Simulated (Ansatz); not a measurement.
## Ni: from a trial structure to a relaxed crystal

Theory: DFT PBE, scalar-relativistic, plane waves, PAW (Ansatz). Cutoff 420 eV, Γ-centred k mesh, Gaussian smearing, collinear spin, first started from parallel moments.

The start puts Ni on the sites of a reported N cell (Pnma, No. 62), at a guessed volume.

```xyz
4
Lattice="3.4155 0.0000 0.0000 0.0000 5.6623 0.0000 0.0000 0.0000 2.5467" Properties=species:S:1:pos:R:3 pbc="T T T"
Ni    0.0700    1.4156    1.6166
Ni    3.3455    4.2467    0.9301
Ni    1.6377    4.2467    0.3433
Ni    1.7778    1.4156    2.2034
```

Steps on the 6×4×6 mesh (4 atoms). 12 of 15 steps are shown, and the free energy counts from the last. Trial steps that were taken back and renewals of the plane-wave basis can be among the rows.

```
step  ΔF (meV/atom) V (Å³/atom) P (GPa) largest force component (eV/Å)
   1         2317.0        12.31    61.47                           6.069
   2         1505.8        12.81    30.89                           3.946
   4          604.4        12.47     1.15                           1.096
   5          419.7        11.92     0.08                           0.751
   6          228.1        11.33     0.30                           0.604
   7           92.1        10.78     3.19                           0.368
   9           46.3        10.72     0.71                           0.019
  10           45.9        10.72     0.19                           0.000
  11           15.8        10.72     4.17                           0.002
  12            2.7        10.85     1.49                           0.003
  14            0.1        10.93    -0.02                           0.005
  15            0.0        10.93     0.00                           0.005
```

The cell was then made exact in the group found at 0.06 Å. A final relaxation ran on a 27×27×14 mesh. The relaxed crystal, P6_3/mmc (No. 194):

```
Ni
1.0
     2.48408    0.00000    0.00000
    -1.24204    2.15128    0.00000
     0.00000    0.00000    4.08582
Ni
2
Direct
  0.33333 0.66667 0.75000
  0.66667 0.33333 0.25000
```

```yaml
Volume_per_atom: 10.92 Å³
Density: 8.93 g/cm³
Energy_over_the_standard_structure: 0.03 eV/atom
Gap_on_the_27×27×14_mesh: 0 eV (a metal)
Net_moment_per_atom: 0.64 μB
Largest_site_moment: 0.68 μB
```

Energies count from the standard state of Ni at the same level.

The final run used a 27×27×14 mesh on its 2-atom cell and 0.10 eV smearing. For metals, differences of a few meV/atom aren't resolved.

Symmetry constrained the relaxation, so the result can be a saddle point.